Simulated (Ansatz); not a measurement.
**ZnO: how the free axis answers a strain**

ZnO, P6_3mc, a = 3.230 Å, c = 5.214 Å. Ansatz: PBEsol, PAW, 420 eV, Γ-centred 12×12×6 mesh on 4 atoms, Gaussian smearing 0.02 eV; no spin polarisation. Series: uniaxial strain along c, with a, b and atoms relaxed; x is the strain in per cent. y is the change of a in per cent of 3.230 Å.

| x (%) | y (%) |
| --- | --- |
| -6.0 | 2.08 |
| -4.0 | 1.36 |
| -2.0 | 0.66 |
| 0.0 | 0.00 |
| 2.0 | -0.67 |
| 4.0 | ? |
| 6.0 | -1.91 |

Task: Fit y = c1 x + c2 x² to the other rows, say what c1 measures, and predict the missing y.

Result: Least squares on the rows shown. y = −0.3322 x + 0.002284 x². So −c1 = 0.332 is Poisson's ratio for this pair of axes. At x = 4.0 the fit asked for gives -1.29 %. The run gave -1.31 %, so the fit is 0.02 % too high, a small miss on the scale of the series.